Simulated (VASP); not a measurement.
The system is Y.

```xyz
2
Lattice="3.6474 0.0000 0.0000 -1.8237 3.1587 0.0000 0.0000 0.0000 5.7306" Properties=species:S:1:pos:R:3 pbc="T T T"
Y     1.8237    1.0529    4.2980
Y     0.0000    2.1058    1.4326
```

Base run:

| Item | Value |
| --- | --- |
| Program | VASP 6.6.1 |
| Functional | AM05 |
| Potentials or basis | VASP PAW PBE potentials, release 64 (Y_sv) |
| Cutoff | 520 eV |
| k mesh | 8 × 8 × 5 |
| Occupations | fermi-dirac, width 0.05 eV |
| Spin | no spin polarisation |

Its results: pressure -1.7 GPa.

Problem. The run is repeated on the same cell with these changes: functional from AM05 to SCAN. What comes out?

Solution. Pressure 0.4 GPa.

Caveats: the PAW data sets were made with another functional, which shifts forces and pressure a little.

Not every run made on this cell is shown here.
